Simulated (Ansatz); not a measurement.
The system is MnAs.

```
As Mn
1.0
     3.71000    0.00000    0.00000
    -1.85500    3.21295    0.00000
     0.00000    0.00000    5.69100
As Mn
2 2
Direct
  0.66667 0.33333 0.75000
  0.33333 0.66667 0.25000
  0.00000 0.00000 0.50000
  0.00000 0.00000 0.00000
```

- Program: Ansatz 0.2.0
- Task: relaxation of cell and atoms
- Functional: BLYP
- Dispersion: D4
- Potentials or basis: Ansatz PAW
- Cutoff: 420 eV (not typed: the program's choice for these potentials)
- k mesh: 8 × 8 × 5
- Occupations: fermi-dirac, width 0.05 eV
- Spin: collinear spin, ferromagnetic start
- Starting moments: [0.0, 0.0, 4.0, 4.0] μB

At the start: volume 16.96 Å³/atom.

Task: How do energy, volume and symmetry change on relaxing?

Result: It ends after 7 steps and the volume is 15.55 Å³/atom (-8.3 %); space group P6_3/mmc (No. 194, to 0.05 Å); moment 5.32 μB per cell.

Step by step:
```tsv
step	energy change (eV)	largest force (eV/Å)	volume (Å³)
1	0.0000	0.0000	67.84
2	-0.0983	0.0000	64.38
3	-0.1136	0.0000	60.98
4	-0.1201	0.0000	62.32
5	-0.1204	0.0000	62.17
6	-0.1204	0.0000	62.18
7	-0.1193	0.0000	62.18
```

Final structure:
```
As Mn
1.0
     3.61693    0.00000    0.00000
    -1.80847    3.13236    0.00000
     0.00000    0.00000    5.48866
As Mn
2 2
Direct
  0.66667 0.33333 0.75000
  0.33333 0.66667 0.25000
  0.00000 0.00000 0.50000
  0.00000 0.00000 0.00000
```

Caveat: the plane-wave basis is chosen anew once the cell has moved, so the energies of steps on either side of that aren't comparable; only a ferromagnetic start was run, and an antiferromagnetic order may lie lower in energy; pairwise dispersion overbinds metals, which lowers pressure and volume; the PAW data sets come from PBE, with cores solved anew for the run's functional, which leaves a small shift of forces and pressure.
